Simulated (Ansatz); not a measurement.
# CuO: the cost of one run

Method: DFT PBE, scalar-relativistic, plane waves, PAW, in Ansatz 0.2.0.

**1. The starting structure**

It takes space group P6/mmm (No. 191, hexagonal). Conventional cell: a = 4.483 Å, b = 4.483 Å, c = 3.617 Å, α = 90.00°, β = 90.00°, γ = 120.00°. Around Cu (site symmetry mmm) lie 6 O at 2.22 to 2.24 Å and 4 Cu at 2.24 Å. O (site symmetry 6/mmm) is surrounded by 6 Cu at 2.24 Å. Around O (site symmetry -6m2) lie 6 Cu at 2.22 Å.

Structure file:

```cif
data_structure
_symmetry_space_group_name_H-M 'P6/mmm'
_symmetry_Int_Tables_number 191
_cell_length_a 4.4830
_cell_length_b 4.4830
_cell_length_c 3.6170
_cell_angle_alpha 90.000
_cell_angle_beta 90.000
_cell_angle_gamma 120.000
_cell_volume 62.95
loop_
_atom_site_label
_atom_site_type_symbol
_atom_site_symmetry_multiplicity
_atom_site_Wyckoff_symbol
_atom_site_fract_x
_atom_site_fract_y
_atom_site_fract_z
_atom_site_occupancy
Cu1 Cu 3 f 0.50000 0.00000 0.00000 1
O1 O 1 a 0.00000 0.00000 0.00000 1
O2 O 2 d 0.33333 0.66667 0.50000 1
```

**2. CoSn type (P6/mmm, No. 191)**

The input, input.yaml:

```yaml
crystal:
  lattice:
    - [4.4829804532, 0.0, 0.0]
    - [-2.2414902266, 3.8823749572, 0.0]
    - [0.0, 0.0, 3.6169501384]
  atoms:
    - { symbol: Cu, position: [0.5, 0.0, 0.0], spin: 1.0 }
    - { symbol: Cu, position: [0.5, 0.5, 0.0], spin: 1.0 }
    - { symbol: Cu, position: [0.0, 0.5, 0.0], spin: 1.0 }
    - { symbol: O, position: [0.0, 0.0, 0.0] }
    - { symbol: O, position: [0.3333333333, 0.6666666667, 0.5] }
    - { symbol: O, position: [0.6666666667, 0.3333333333, 0.5] }
basis:
  ecutwfc: 420
kpoints:
  mp_grid: { grid: [6, 6, 6] }
hamiltonian:
  xc: pbe
scf:
  occupations: { method: gaussian, width: 0.1 }
  lower_state_search: "off"
output:
  forces: true
  stress: true
  eigenvalues: true
  populations: true
magnetization:
  spin_polarized: true
```

The run is started by

```console
ansatz run input.yaml --threads 1 --pin off --max-ram 2560MiB --backend cpu --events-out ev --progress --plain --runs-dir out
```

Q: Estimate wall time and peak memory on 1 thread of Arm Neoverse V1, shared host.

About 33 s, with a peak of 0.4 GiB.
